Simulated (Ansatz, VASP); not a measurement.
# One calculation of C8F, two programs

```
C F
1.0
     2.46498    0.00000    0.00000
    -1.23249    2.13474    0.00000
     0.00000    0.00000   29.10765
C F
8 1
Direct
  0.00000 0.00000 0.29202
  0.66667 0.33333 0.29202
  0.00000 0.00000 0.40777
  0.33333 0.66667 0.40777
  0.00000 0.00000 0.52339
  0.66667 0.33333 0.52370
  0.00000 0.00000 0.70278
  0.33333 0.66667 0.70277
  0.66667 0.33333 0.61269
```

Alike in both runs: functional PBE; dispersion D3(BJ); k mesh 12 × 12 × 1; occupations gaussian, width 0.1 eV; no spin polarisation.

Ansatz relaxed the structure, and its values are those at the end. VASP's run is a single point on that final structure, the one shown.

|  | VASP | Ansatz |
| --- | --- | --- |
| version | VASP 6.6.1 | Ansatz 0.2.0 |
| potentials or method | VASP PAW PBE potentials, release 64 (C, F) | scalar-relativistic, plane waves, PAW |
| plane-wave cutoff (eV) | 520 | 420 |
| valence electrons in the cell | 39 | 39 |

```csv
,VASP,Ansatz,Ansatz less VASP
gap on the k mesh at the Fermi level (eV),none,none,-
rms of the force components (eV/Å),0.004,0.004,0.0000
```

A gap of «none» marks a metal or a gap that the smearing closes. Ansatz warned: «xc_potential_rough_in_thin_density».

Caveats: an odd number of electrons without spin polarisation forces a metal; a magnetic or distorted state may lie lower.
